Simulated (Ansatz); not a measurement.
A series in volume per atom on NaCl

All results are calculated (Ansatz 0.2.0). Density functional stress and forces at fixed atoms, pressure and stress positive in compression, spin-unpolarised plane waves.

Cell of the first row (space group Fm-3m, No. 225):
```
CELL_PARAMETERS angstrom
0.00000 2.69060 2.69060
2.69060 0.00000 2.69060
2.69060 2.69060 0.00000
ATOMIC_POSITIONS crystal
Na 0.00000 0.00000 0.00000
Cl 0.50000 0.50000 0.50000
```

Settings of every row: periodic directions 3; functional r2SCAN; spin orbit no; potentials PAW; wave cutoff 500 eV; k mesh 8x8x8; smearing width 0 eV.

```
row  volume per atom (Å³)  pressure (GPa)
  1                19.478            4.56
  2                20.093            3.17
  3                20.721            1.97
  4                21.362               ?
  5                22.016            0.04
  6                22.683           -0.73
  7                23.363           -1.39
  8                24.057           -1.95
  9                24.764           -2.43
```

Question: what pressure should row 4 give?

Worked fit of pressure. Take u = (V_r/V)^(2/3) − 1 with V_r = 22.349 Å³ an atom, which is twice the finite (Eulerian) strain; such expansions in the strain, on which the Birch-Murnaghan equation of state is built, carry the rest volume and the bulk modulus. The shown rows have u = 0.096, 0.07352, 0.05172, 0.01006, -0.00984, -0.02915, -0.04791, -0.06612. Least squares give pressure = −0.362 + 38.56 × u + 119.1 × u² + 138 × u³ GPa; a parabola predicts inner rows, each left out in turn, worse (root mean square 0.018 against 0.002 GPa). All shown rows lie on it to the printed digit. The pressure vanishes at u = 0.0091, or V = 22.05 Å³ an atom, and there the bulk modulus with atoms relaxed is B = −V dP/dV = (2/3)(1 + u) dP/du = 27.4 GPa. The withheld row has u = 0.03057, so the fit gives −0.362 + 38.56 × (0.03057) + 119.1 × (0.03057)² + 138 × (0.03057)³ = 0.93 GPa.

The calculation gave 0.93 GPa. The fit meets it to the printed digit.
